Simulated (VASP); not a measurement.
**Sc: single point with PBE**

Crystal: Sc.

```
Sc
1.0
     3.30900    0.00000    0.00000
    -1.65450    2.86568    0.00000
     0.00000    0.00000    5.27330
Sc
2
Direct
  0.66667 0.33333 0.75000
  0.33333 0.66667 0.25000
```

| Quantity | Value |
| --- | --- |
| Program | VASP 6.6.1 |
| Task | single point |
| Functional | PBE |
| Potentials or basis | VASP PAW PBE potentials, release 64 (Sc_sv) |
| Cutoff | 500 eV |
| k mesh | 9 × 9 × 5 |
| Occupations | gaussian, width 0.1 eV |
| Spin | no spin polarisation |
| Further INCAR settings | ALGO = Fast; EDIFF = 1.00e-06 |

The pressure is -0.7 GPa and the band gap on the k mesh is none (metal or under the smearing width).

Stress tensor (GPa, compression positive):
```
-0.17  0.00  0.00
 0.00 -0.17  0.00
 0.00  0.00 -1.68
```

Levels at points of the mesh, in eV from the Fermi level:
```csv
k point,band 7,band 8,band 9,band 10,band 11,band 12,band 13,band 14,band 15
"(0.00, 0.00, 0.00)",-27.89,-27.87,-5.11,-1.66,0.42,1.59,1.59,1.71,2.00
```

Run time: 31 s on 1 thread of Intel(R) Xeon(R) Platinum 8559C (Emerald Rapids), on a shared host, peak memory 0.16 GiB.
